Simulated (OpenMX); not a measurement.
**NaCl under changes of volume**

One of the cells (21.813 Å³/atom); the others are scaled copies at fixed shape and fractional positions:

```
CELL_PARAMETERS angstrom
0.00000 2.79406 2.79406
2.79406 0.00000 2.79406
2.79406 2.79406 0.00000
ATOMIC_POSITIONS crystal
Cl 0.50000 0.50000 0.50000
Na 0.00000 0.00000 0.00000
```

The cell is a database's computed one.

```yaml
Program: OpenMX 3.8.5
Functional: PBE
Potentials_or_basis: OpenMX 2013 PBE set, Cl7.0-s2p2d1f1, Na9.0-s3p2d1, fixed grid of 42 × 42 × 42 points
k_mesh: 9 × 9 × 9
Occupations: fermi-dirac, width 0.05 eV
Spin: no spin polarisation
```

```tsv
volume (Å³/atom)	energy over the lowest point (meV/atom)	gap on the mesh (eV)
20.504	?	?
20.940	20.96	5.64
21.376	13.32	5.56
21.813	7.67	5.47
22.249	3.65	5.39
22.685	1.12	5.32
23.121	0.00	5.24
```

Question: What does the run at 20.504 Å³/atom give?

Answer: Energy over the lowest point 30.68 meV/atom; gap on the mesh 5.73 eV.

Worked out: A Birch-Murnaghan fit of order 3 (a polynomial in V^(-2/3)) to the other rows has its minimum at 23.32 Å³/atom, just outside them, with B0 = V·E''(V) = 22 GPa and B' = 5.2. It gives 30.69 meV/atom at 20.504 Å³/atom, against the run's 30.68. A straight line through the other rows of the gap, of slope -4.04 eV per unit of ln V (its deformation potential), extrapolates to 5.72 eV, against the run's 5.73.

Energies are extrapolated to zero smearing.

Caveats: an odd mesh through Γ misses points on the zone boundary, where band edges often lie; the basis of atomic orbitals isn't converged, which shifts pressures, moduli and gaps.
